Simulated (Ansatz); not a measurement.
**What DFT gives for Ta**

```
CELL_PARAMETERS angstrom
-1.60002 1.60002 1.60002
1.60002 -1.60002 1.60002
1.60002 1.60002 -1.60002
ATOMIC_POSITIONS crystal
Ta 0.00000 0.00000 0.00000
```

Single point in Ansatz 0.2.0 with r2SCAN, with U_eff = 7.8 eV on Ta d (all-electron-ortho-atomic projectors), spin-orbit coupling. Cutoff 500 eV, PAW datasets, 10×10×10 Γ-centred k mesh, fermi-dirac filling (width 0.1 eV).

The state carries no moments; the state need not be the lowest.

Electronic structure: It is a metal, with about 0.95 states/eV a cell as the mean within 0.25 eV of the Fermi level, mostly Ta d (74 %) and Ta s (15 %).
Stress: The pressure is 52.4 GPa (compression positive), so with the atoms held at these fractions the cell would first expand.

Origin: a known structure type with other elements, at an estimated volume, so it need not be a known compound. Caveats: started without moments under time reversal, so no moment could form; atoms or cell far from equilibrium.
